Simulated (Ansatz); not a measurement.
Ni3Ge:

```
Ge Ni
1.0
     3.53033    0.00000    0.00000
     0.00000    3.53033    0.00000
     0.00000    0.00000    3.53033
Ge Ni
1 3
Direct
  0.00000 0.00000 0.00000
  0.50000 0.50000 0.00000
  0.00000 0.50000 0.50000
  0.50000 0.00000 0.50000
```

The cell comes from a database or a generator and needn't be the stable form of this composition.

Base run:

```yaml
Program: Ansatz 0.2.0
Functional: PBEsol
Potentials_or_basis: all-electron LAPW, scalar-relativistic
Cutoff: 285 eV (chosen from the basis error)
Basis_error_allowed: 0.002 eV/atom
k_mesh: 8 × 8 × 8
Occupations: fermi-dirac, width 0.05 eV
Spin: collinear spin, ferromagnetic start
Starting_moments: "[0.0, 1.0, 1.0, 1.0] μB"
```

Its results: band gap on the k mesh none (metal or under the smearing width); pressure -0.9 GPa; net moment 0.00 μB per cell.

**Question.** After a change of settings the same cell gave: band gap on the k mesh none (metal or under the smearing width); pressure -1.9 GPa; net moment 0.00 μB per cell. Which change was it?
A. hubbard terms from none to Ni d U = 6 eV
B. spin from collinear spin, ferromagnetic start to collinear spin, ferrimagnetic start; moments at the start from [0.0, 1.0, 1.0, 1.0] to [0.0, 1.0, -0.5, 1.0]
C. spin from collinear spin, ferromagnetic start to collinear spin, antiferromagnetic start; moments at the start from [0.0, 1.0, 1.0, 1.0] to [0.0, 1.0, -1.0, 1.0]

**Answer.** A.

Caveats: the starting moments weren't kept; the magnetic state may not be the lowest (some runs); U is the effective U less J, on atomic orbitals that reach past the spheres (some runs); the U is typed as a test and isn't derived for this compound (some runs).
